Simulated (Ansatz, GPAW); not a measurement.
# From spin parameters to the magnetic ion

A crystal has the composition CaMF5, where M is a 3d element. A calculation (PBE+U, spin-orbit coupling in second variation, Ansatz) gives:

- S: 3/2
- g, averaged over the cell's ions: 1.9738, 1.9766, 1.9790
- moment in its sphere: 2.33 μB

Q: Name the magnetic ion and its oxidation state.

The crystal is CaCrF5, space group C2/c. The spin sits on Cr, with 6 F at 1.85 to 1.94 Å round it. With the usual charges of the other elements M must be +3. High-spin ions of that charge with S = 3/2 are d3 and d7, Cr and Ni; the sign of the g shift picks Cr³⁺ d³. Low-spin ions are left aside. The shift is negative: in a shell less than half full the orbital moment opposes the spin.

[Hosts, paths, dates, database ids (printed as entryN), source tags and the programs' standing remarks are cut or masked in the printed files.]
